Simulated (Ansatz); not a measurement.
# Hg in Ansatz: convergence with k mesh

The system is Hg.

```
CELL_PARAMETERS angstrom
-1.91296 1.85608 1.92149
1.87501 -1.89581 1.92322
1.89161 1.87446 -1.96038
ATOMIC_POSITIONS crystal
Hg 0.49875 0.49348 0.99515
```

The cell isn't the ideal one: cell strained at random at fixed volume.

| Quantity | Value |
| --- | --- |
| Program | Ansatz 0.2.0 |
| Task | convergence study |
| Functional | PBE |
| Potentials or basis | Ansatz PAW |
| Cutoff | 420 eV (not typed: the program's choice for these potentials) |
| k mesh | 3 × 3 × 3 |
| Occupations | fermi-dirac, width 0.1 eV |
| Spin | no spin polarisation |

These are the settings of the first run; the series varies k mesh, with any setting tied to it.

Hardware: 2 threads of Arm Neoverse V1, with other jobs on the host.

Task: The values tried are 3 × 3 × 3, 4 × 4 × 4, 5 × 5 × 5, 6 × 6 × 6, 7 × 7 × 7, 9 × 9 × 9, 11 × 11 × 11, 14 × 14 × 14, 16 × 16 × 16, loosest first. From which on does the energy stay within 1 meV/atom of the tightest run that finished?

Result: From 11 × 11 × 11 on.

| k mesh | energy less the tightest run, at zero smearing (meV/atom) | pressure (GPa) | gap on the mesh (eV) | SCF cycles | CPU time (s) | peak memory (GiB) |
| --- | --- | --- | --- | --- | --- | --- |
| 3 × 3 × 3 | -151.85 | 1.37 | 2.821 | 6 | 0.58 | 0.25 |
| 4 × 4 × 4 | 51.71 | -0.03 | 0.000 | 6 | 0.93 | 0.26 |
| 5 × 5 × 5 | 69.10 | 3.30 | - | 6 | 1.3 | 0.27 |
| 6 × 6 × 6 | -10.02 | 0.69 | 0.000 | 6 | 2.2 | 0.29 |
| 7 × 7 × 7 | 0.86 | 0.70 | 0.000 | 6 | 3.2 | 0.32 |
| 9 × 9 × 9 | -2.35 | 1.02 | 0.000 | 6 | 6.2 | 0.38 |
| 11 × 11 × 11 | 0.04 | 1.01 | 0.000 | 6 | 11 | 0.47 |
| 14 × 14 × 14 | 0.29 | 1.11 | 0.000 | 6 | 23 | 0.68 |
| 16 × 16 × 16 | 0.00 | 1.05 | 0.000 | 6 | 35 | 0.88 |

Against the tightest run, the pressure stays within 0.1 GPa from 9 × 9 × 9 on; the gap on the mesh stays within 0.01 eV from 6 × 6 × 6 on. Meshes of other sizes hit other points, so gaps and Fermi surfaces needn't settle smoothly. The tightest run that finished is the yardstick and may itself not be fully converged.

Spin-orbit coupling is left out, which matters for the levels of Hg.
